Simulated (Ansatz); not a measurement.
# ZrSe2: the cost of one run

Computed, not measured: Ansatz 0.2.0, DFT, r2SCAN, no spin polarisation, plane waves, PAW.

The COD entry's cell or inner coordinates are ideal or old and differ from later refinements, so a difference from it is no clean test against experiment.

### 1 Geometry

Symmetry: P-3m1, No. 164, trigonal system. The conventional cell has a = 3.838 Å, b = 3.838 Å, c = 6.257 Å, α = 90.00°, β = 90.00°, γ = 120.00°. Around Zr (site symmetry -3m) lie 6 Se at 2.71 Å. Se (site symmetry 3m) is surrounded by 3 Zr at 2.71 Å.

Its coordinates follow in the input file.

The first density is read from a saved solution for the starting cell.

### 2 Relaxing

Input file input.yaml:

```yaml
crystal:
  lattice:
    - [1.918866, 3.323568, 0.0]
    - [-1.918866, 3.323568, 0.0]
    - [0.0, 0.0, 6.256775]
  atoms:
    - { symbol: Zr, position: [0.0, 0.0, 0.0] }
    - { symbol: Se, position: [0.3333, 0.3334, 0.25] }
    - { symbol: Se, position: [0.6667, 0.6666, 0.75] }
  symmetry: { tolerance: 0.0003 }
kpoints:
  mp_grid: { grid: [6, 6, 4], shift: [0, 0, 0] }
magnetization:
  spin_polarized: false
scf:
  occupations: { method: fermi_dirac, width: 0.0782 }
  lower_state_search: "off"
hamiltonian:
  pseudopotentials: { kind: paw }
  xc: r2scan
basis:
  ecutwfc: 500
  fft_grid_basis: typed
relax:
  max_steps: 40
  cell: { p_target: 0.0 }
  f_tol: 0.03
output:
  forces: true
  stress: true
  eigenvalues: true
  bader: true
  populations: true
  elf: true
  write_potential: true
  volumetric_format: npy
  dos:
    e_range: [-12, 8]
    de: 0.05
    projected: { site_lists: { Se: [Se], Zr: [Zr] } }
  write_density: true
checkpoint:
  read: saved_state
```

Command:

```
> ansatz run input.yaml --threads 2 --pin off --max-ram 2560MiB --backend cpu --events-out ev --progress --plain --runs-dir out
```

**Question.** How long does this run take on 2 threads of AMD EPYC 9R45 (Zen 5), shared host, and how much memory does it need?

About 26 s, with a peak of 0.65 GiB.
